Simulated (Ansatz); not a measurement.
## CuO (Tenorite) in Ansatz: the effect of functional

The system is CuO (Tenorite).

```xyz
4
Lattice="2.3574 -1.7226 0.0000 2.3574 1.7226 0.0000 -0.8557 0.0000 5.0914" Properties=species:S:1:pos:R:3 pbc="T T T"
Cu    0.7509   -0.8613    2.5457
Cu    1.1787    0.8613    0.0000
O     1.7156    0.2811    3.8185
O     2.1434   -0.2811    1.2728
```

The cell isn't the ideal one: volume scaled by 1.02.

Alike in all runs:

```yaml
Program: Ansatz 0.2.0
Task: single point
Potentials_or_basis: Ansatz PAW
k_mesh: 10 × 10 × 5
Occupations: fermi-dirac, width 0.05 eV
Spin: no spin polarisation
```

Question: One run gave: pressure -4.7 GPa; largest force 0.35 eV/Å. Which functional did it use?
A. PBE
B. r2SCAN
C. LDA

Answer: B.

```tsv
functional	cutoff	pressure (GPa)	largest force (eV/Å)
LDA	420 eV (not typed: the program's choice for these potentials)	-12.6	0.53
r2SCAN	500 eV (not typed: the program's choice for these potentials)	-4.7	0.35
PBE	420 eV (not typed: the program's choice for these potentials)	2.2	0.32
```

Caveats: the run has no spin polarisation, though such a crystal can be magnetic; the PAW data sets come from PBE, with cores solved anew for the run's functional, which leaves a small shift of forces and pressure (some runs).
